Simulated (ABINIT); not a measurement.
The system is HfO2.

```
Hf O
1.0
     0.00000    2.55750    2.55750
     2.55750    0.00000    2.55750
     2.55750    2.55750    0.00000
Hf O
1 2
Direct
  0.00000 0.00000 0.00000
  0.75000 0.75000 0.75000
  0.25000 0.25000 0.25000
```

Measurements of this composition are mostly on another form, of space group No. 14.

Base run:

```yaml
Program: ABINIT 10.8.3 (patched build)
Functional: PBE
Potentials_or_basis: JTH PAW PBE v2.0
Cutoff: 626 eV
k_mesh: 7 × 7 × 7
Occupations: fermi-dirac, width 0.05 eV
Spin: no spin polarisation
```

Its results: band gap on the k mesh 3.92 eV, indirect (least direct gap 4.08 eV); pressure -5.8 GPa.

**Question.** After a change of settings the same cell gave: band gap on the k mesh 3.74 eV, direct; pressure -5.8 GPa. Which change was it?
A. functional from PBE to HCTH407; k mesh from 7 × 7 × 7 to 9 × 9 × 9
B. functional from PBE to rPW86PBE; k mesh from 7 × 7 × 7 to 9 × 9 × 9
C. functional from PBE to RPBE; k mesh from 7 × 7 × 7 to 9 × 9 × 9
D. k mesh from 7 × 7 × 7 to 12 × 12 × 12

**Answer.** D.

Caveats: spin-orbit coupling is left out, which moves the levels of the heavy elements; an odd mesh through Γ misses points on the zone boundary, where band edges often lie (some runs).

Not every run made on this cell is shown here.
